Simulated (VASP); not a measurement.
SnO2 (Cassiterite):

```xyz
6
Lattice="4.7380 0.0000 0.0000 0.0000 4.7380 0.0000 0.0000 0.0000 3.1865" Properties=species:S:1:pos:R:3 pbc="T T T"
Sn    2.3690    2.3690    1.5933
Sn    0.0000    0.0000    0.0000
O     3.8240    0.9140    1.5933
O     3.2830    3.2830    0.0000
O     0.9140    3.8240    1.5933
O     1.4550    1.4550    0.0000
```

Base run:

- Program: VASP 6.6.1
- Functional: PBEsol
- Potentials or basis: VASP PAW PBE potentials, release 64 (Sn_d, O)
- Cutoff: 520 eV
- k mesh: 6 × 6 × 8
- Occupations: fermi-dirac, width 0.05 eV
- Spin: no spin polarisation

Its results: band gap on the k mesh 1.18 eV, direct; pressure 5.5 GPa; largest force 0.228 eV/Å.

Q: The run is repeated on the same cell with these changes: functional from PBEsol to revPBE. What comes out?

A: Band gap on the k mesh 1.34 eV, direct; pressure 14.8 GPa; largest force 0.317 eV/Å.

revPBE binds less tightly than PBEsol, so the same cell stands under more pressure.

Caveats: the PAW data sets were made with another functional, which shifts forces and pressure a little; spin-orbit coupling is left out, which moves the levels of the heavy elements.

A k mesh can miss the band edges.

Not every run made on this cell is shown here.
